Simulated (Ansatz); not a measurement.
## Re under changes of volume

One of the cells (14.714 Å³/atom); the others are scaled copies at fixed shape and fractional positions:

```xyz
2
Lattice="2.7608 0.0000 0.0000 -1.3804 2.3909 0.0000 0.0000 0.0000 4.4582" Properties=species:S:1:pos:R:3 pbc="T T T"
Re    1.3804    0.7970    3.3436
Re    0.0000    1.5939    1.1145
```

* Program: Ansatz 0.2.0
* Functional: RPBE
* Dispersion: D4
* Potentials or basis: Ansatz PAW
* Cutoff: 420 eV (not typed: the program's choice for these potentials)
* k mesh: 11 × 11 × 6
* Occupations: fermi-dirac, width 0.05 eV
* Spin: no spin polarisation

| volume (Å³/atom) | energy over the lowest point (meV/atom) | pressure (GPa) |
| --- | --- | --- |
| 13.831 | 51.69 | 23.3 |
| 14.125 | 18.09 | 13.6 |
| 14.420 | 1.44 | 4.9 |
| 14.714 | 0.00 | -3.0 |
| 15.008 | 12.21 | -10.0 |
| 15.303 | ? | ? |
| 15.597 | 71.95 | -21.9 |

**Question.** What does the run at 15.303 Å³/atom give?

**Answer.** Energy over the lowest point 36.62 meV/atom; pressure -16.3 GPa.

Worked out: A Birch-Murnaghan fit of order 3 (a polynomial in V^(-2/3)) to the other rows has its minimum at 14.59 Å³/atom with B0 = V·E''(V) = 384 GPa and B' = 4.5 at fixed shape and positions, which overstates the stiffness. It gives 36.66 meV/atom at 15.303 Å³/atom, against the run's 36.62, and -dE/dV = -16.4 GPa, against -16.3.

Energies are extrapolated to zero smearing.

Caveats: pairwise dispersion overbinds metals, which lowers pressure and volume; the PAW data sets come from PBE, with cores solved anew for the run's functional, which leaves a small shift of forces and pressure.
